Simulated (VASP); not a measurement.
# PbSe (Fm-3m) in VASP: single point with HSE06

Aim: the single point of PbSe with HSE06.

All numbers are computed with VASP 6.6.1; they aren't measurements. Logs are shortened: lines on timing, memory, paths and dates and some standing lists are left out, and cuts for length are marked.

**The experiment to reproduce.**

From a printed reference work, monograph, for a bulk crystal of PbSe at 300 K: band gap 0.28 eV (direct).

The results are compared with them further down.

**1. The cell of the first run**

The structure is cubic, space group Fm-3m (No. 225). The conventional cell has a = 6.171 Å, b = 6.171 Å, c = 6.171 Å, α = 90.00°, β = 90.00°, γ = 90.00°. Within 4.1 Å of Pb (site symmetry m-3m) lie 6 Se at 3.09 Å. Se (site symmetry m-3m) has 6 Pb at 3.09 Å within 4.1 Å.

**2. Single point, HSE06**

POSCAR

```
PbSe
1.0
    0.0000000000      3.0857036344      3.0857036344
    3.0857036344      0.0000000000      3.0857036344
    3.0857036344      3.0857036344      0.0000000000
Pb Se
1 1
Direct
    0.0000000000      0.0000000000      0.0000000000
    0.5000000000      0.5000000000      0.5000000000
```

INCAR.step1

```
PREC = Accurate
ENCUT = 400
EDIFF = 1E-5
ISMEAR = 0
SIGMA = 0.02
LREAL = F
LASPH = T
NELM = 120
ALGO = Normal
ISIF = 2
LWAVE = T
GGA = PE
NBANDS = 17
GGA_COMPAT = F
```

INCAR.step2

```
PREC = Accurate
ENCUT = 400
EDIFF = 1E-6
ISMEAR = 0
SIGMA = 0.02
LREAL = F
LASPH = T
NELM = 120
ALGO = Normal
ISIF = 2
LWAVE = F
LCHARG = T
GGA = PE
LHFCALC = T
HFSCREEN = 0.2079
PRECFOCK = Normal
LELF = T
LVHAR = T
ISTART = 1
NBANDS = 17
GGA_COMPAT = F
```

KPOINTS

```
regular mesh
0
Gamma
  6 6 6
```

Potentials or basis: VASP PAW PBE potentials, release 64 (Pb_d, Se).

Started as:

```
$ cat potpaw_PBE.64/Pb_d/POTCAR potpaw_PBE.64/Se/POTCAR > POTCAR
$ cp INCAR.step1 INCAR
$ mpirun -np 1 vasp_std > vasp.out
$ cp INCAR.step2 INCAR
$ mpirun -np 1 vasp_std > vasp.out
```

OUTCAR:

```text
PREC = Accurate
   ENCUT = 400
   EDIFF = 1E-6
   ISMEAR = 0
   LREAL = F
   LASPH = T
   NELM = 120
   ISIF = 2
   GGA = PE
   LHFCALC = T
   HFSCREEN = 0.2079
   PRECFOCK = Normal
   ISTART = 1

 ion  position               nearest neighbor table
   1  0.000  0.000  0.000-   2 3.09   2 3.09   2 3.09   2 3.09   2 3.09   2 3.09
   2  0.500  0.500  0.500-   1 3.09   1 3.09   1 3.09   1 3.09   1 3.09   1 3.09

  LATTYP: Found a face centered cubic cell.
 ALAT       =     6.1714072688

  Lattice vectors:

 A1 = (   0.0000000000,   3.0857036344,   3.0857036344)
 A2 = (   3.0857036344,   0.0000000000,   3.0857036344)
 A3 = (   3.0857036344,   3.0857036344,   0.0000000000)

Analysis of symmetry for initial positions (statically):
=====================================================================
 Subroutine PRICEL returns:
 Original cell was already a primitive cell.

 Routine SETGRP: Setting up the symmetry group for a
 face centered cubic supercell.

 Subroutine GETGRP returns: Found 48 space group operations
 (whereof 48 operations were pure point group operations)
 out of a pool of 48 trial point group operations.

The static configuration has the point symmetry O_h .

Analysis of symmetry for dynamics (positions and initial velocities):
=====================================================================
 Subroutine PRICEL returns:
 Original cell was already a primitive cell.

 Routine SETGRP: Setting up the symmetry group for a
 face centered cubic supercell.

 Subroutine GETGRP returns: Found 48 space group operations
 (whereof 48 operations were pure point group operations)
 out of a pool of 48 trial point group operations.

The dynamic configuration has the point symmetry O_h .

 Subroutine INISYM returns: Found 48 space group operations
 (whereof 48 operations are pure point group operations),
 and found     1 'primitive' translations

----------------------------------------------------------------------------------------

                                     Primitive cell

  volume of cell :      58.7615

  direct lattice vectors                    reciprocal lattice vectors
     0.000000000  3.085703634  3.085703634    -0.162037596  0.162037596  0.162037596
     3.085703634  0.000000000  3.085703634     0.162037596 -0.162037596  0.162037596
[... 79 lines left out ...]
   NSW    =      0    number of steps for IOM
   IBRION =     -1    ionic relax: 0-MD 1-quasi-New 2-CG
   NFREE  =      0    steps in history (QN), initial steepest desc. (CG)
   ISIF   =      2    stress and relaxation
   ISYM   =      3    0-nonsym 1-usesym 2-fastsym
   POTIM  = 0.5000    time-step for ionic-motion
   TEBEG  =    0.0;   TEEND  =   0.0 temperature during run
   PSTRESS=    0.0 pullay stress
   NELECT =      20.0000    total number of electrons
   NUPDOWN=      -1.0000    fix difference up-down
   EMIN   =  10.00;   EMAX   =-10.00  energy-range for DOS
   EFERMI =   0.00;   METHOD = LEGACY
   ISMEAR =     0;   SIGMA  =   0.02  broadening in eV -4-tet -1-fermi 0-gaus
   EFERMI_NEDOS =   21; number of points for ismear=-14 and -15
   IALGO  =     38    algorithm
   IMIX   =      1    mixing-type and parameters
     AMIX     =   0.40;   BMIX     =  1.00
     AMIX_MAG =   1.60;   BMIX_MAG =  1.00
  volume/ion in A,a.u.               =      29.38       198.27
  Fermi-wavevector in a.u.,A,eV,Ry     =   1.143020  2.159995 17.775950  1.306495
  Thomas-Fermi vector in A             =   2.279717
   LORBIT       =      0    0 simple, 1 ext, 2 COOP (PROOUT), +10 PAW based schemes
   GGA     = PE    functional components
   LHFCALC =     T    Hartree Fock is set to
   PRECFOCK=normal    Normal, Fast or Accurate (Low or Medium for compatibility)
   ENCUT4O =  -1.0   cutoff for four orbital integrals eV
   NKREDX  =     1    reduce k-point grid by
   NKREDY  =     1    reduce k-point grid by
   NKREDZ  =     1    reduce k-point grid by
   AEXX    =    0.2500 exact exchange contribution
   HFSCREEN=    0.2079 screening length (either q_TF or 0.3 A-1)
   HFSCREENC=   0.2079 screening length for correlation (either q_TF or 0.3 A-1)
   ENCUTFOCK=  -1.0 apply spherical cutoff to Coloumb kernel
   IVDW    =     0    specifies the selected vdW correction
   LEPSILON=     F    determine dielectric tensor
   LRPA    =     F    only Hartree local field effects (RPA)
 non-spin polarized calculation
 Gauss-broadening in eV      SIGMA  =   0.02
  energy-cutoff  :      400.00
  volume of cell :       58.76
 maximum number of plane-waves:      1090
  NGX = 24; NGY = 24; NGZ = 24

 number of electron      20.0000005 magnetization

 Free energy of the ion-electron system (eV)
  ---------------------------------------------------
  ext. energy  EPLUGINS =         0.00000000
  ---------------------------------------------------
  free energy    TOTEN  =        -9.73819102 eV

  energy without entropy =       -9.73819102  energy(sigma->0) =       -9.73819102

 E-fermi :   4.5658     XC(G=0):  -7.8410

 val. band max:        4.4616693182   @ k =   0.5000   0.0000   0.0000
 cond. band min:       5.2542735858   @ k =   0.5000   0.0000   0.0000
 fundamental gap:      0.7926042676
 Fermi energy:         4.5657583597

 k-point     1 :       0.0000    0.0000    0.0000
  band No.  band energies     occupation
      1     -14.1108      2.00000
      2     -14.1108      2.00000
      3     -14.1066      2.00000
      4     -14.1066      2.00000
      5     -14.1066      2.00000
      6     -10.3348      2.00000
[... 297 lines left out ...]
      4     -14.0812      2.00000
      5     -14.0664      2.00000
      6      -8.8186      2.00000
[... 9 lines left out ...]
     16      16.9893      0.00000
     17      18.0898      0.00000

------------------------ aborting loop because EDIFF is reached ----------------------------------------

  FORCE on cell =-STRESS in cart. coord.  units (eV):
  Direction    XX          YY          ZZ          XY          YZ          ZX
  --------------------------------------------------------------------------------------
  -------------------------------------------------------------------------------------
  Total       -0.0502671     -0.0502671     -0.0502671     -0.0000000      0.0000000      0.0000000
  in kB       -1.3705727     -1.3705727     -1.3705727     -0.0000000      0.0000000      0.0000000
  external PRESSURE =      -1.3705727 kB  Pullay stress =       0.0000000 kB

 VOLUME and BASIS-vectors are now :
 -----------------------------------------------------------------------------
  energy-cutoff  :      400.00
  volume of cell :       58.76
      direct lattice vectors                 reciprocal lattice vectors
     0.000000000  3.085703634  3.085703634    -0.162037596  0.162037596  0.162037596
     3.085703634  0.000000000  3.085703634     0.162037596 -0.162037596  0.162037596
     3.085703634  3.085703634  0.000000000     0.162037596  0.162037596 -0.162037596

 POSITION                                       TOTAL-FORCE (eV/Angst)
 -----------------------------------------------------------------------------------
      0.00000      0.00000      0.00000         0.000000     -0.000000      0.000000
      3.08570      3.08570      3.08570        -0.000000      0.000000     -0.000000
 -----------------------------------------------------------------------------------
    total drift:                                0.000001      0.000001      0.000001

  FREE ENERGIE OF THE ION-ELECTRON SYSTEM (eV)
  ---------------------------------------------------
  free  energy   TOTEN  =        -9.7381910174 eV

  energy  without entropy=       -9.7381910174  energy(sigma->0) =       -9.73819102
```

OUTCAR.step1:

```text
PREC = Accurate
   ENCUT = 400
   EDIFF = 1E-5
   ISMEAR = 0
   LREAL = F
   LASPH = T
[... 529 lines left out ...]
 -----------------------------------------------------------------------------------
      0.00000      0.00000      0.00000         0.000000      0.000000     -0.000000
      3.08570      3.08570      3.08570        -0.000000     -0.000000      0.000000
 -----------------------------------------------------------------------------------
    total drift:                               -0.000000      0.000000      0.000000

  FREE ENERGIE OF THE ION-ELECTRON SYSTEM (eV)
  ---------------------------------------------------
  free  energy   TOTEN  =        -8.1965665157 eV

  energy  without entropy=       -8.1965665157  energy(sigma->0) =       -8.19656652
```

Wall time 1.7 h (1 thread of Intel Xeon 8259CL, shared host); peak memory 0.28 GiB.

Results:

```
Free energy            : -9.7382 eV
Pressure               : -0.1 GPa
Band gap on the k mesh : 0.79 eV
```

Caveat: the PAW data sets were made with another functional, which shifts forces and pressure a little; spin-orbit coupling is left out, which moves the levels of the heavy elements.

**3. Against experiment**

Step 2. Against the measured gap of PbSe, 0.28 eV (direct; 300 K; a printed reference work, monograph), the calculated 0.79 eV is off by +0.51 eV. 2 values of this kind are on record (0.15 to 0.28 eV); this one was drawn at random. Spin-orbit coupling on Pb, Se is left out. The value is that of HSE06 on a finite k mesh, which can miss the band edges, without temperature or zero-point motion.
